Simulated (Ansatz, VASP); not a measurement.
## HfO2 in VASP and in Ansatz

```
Hf O
1.0
     0.00000    2.58941    2.52207
     2.45473    0.00000    2.52207
     2.45473    2.58941    0.00000
Hf O
1 2
Direct
  0.00000 0.00000 0.00000
  0.25000 0.25000 0.25000
  0.75000 0.75000 0.75000
```

Change from the starting cell: normal strain along x -0.0267, normal strain along y +0.0267.

Alike in both runs: task single point; functional PBEsol; k mesh 8 × 8 × 8; occupations gaussian, width 0.05 eV; no spin polarisation.

|  | VASP | Ansatz |
| --- | --- | --- |
| version | VASP 6.6.1 | Ansatz 0.2.0 |
| potentials or method | VASP PAW PBE potentials, release 64 (Hf_pv, O) | scalar-relativistic, plane waves, PAW |
| plane-wave cutoff (eV) | 520 | 520 |
| valence electrons in the cell | 22 | 38 |

Ansatz gave:

| Property | Result |
| --- | --- |
| gap on the k mesh at the Fermi level (eV) | 3.17 |
| least direct gap on the mesh (eV) | 3.33 |
| pressure (GPa) | 0.3 |
| largest component of the traceless stress (GPa) | 12.57 |

Q: Which values does VASP return?

A: gap on the k mesh at the Fermi level (eV): 3.17; least direct gap on the mesh (eV): 3.34; pressure (GPa): -3.5; largest component of the traceless stress (GPa): 12.80.

The functional is the same, so the differences come from potentials, cutoffs and numerics. The two sets of potentials don't hold the same shells in valence. Ansatz warned: «pseudo_functional_mismatch».

Caveats: the PAW data sets were made with another functional, which shifts forces and pressure a little (VASP); spin-orbit coupling is left out, which moves the levels of the heavy elements. A k mesh can miss the band edges.
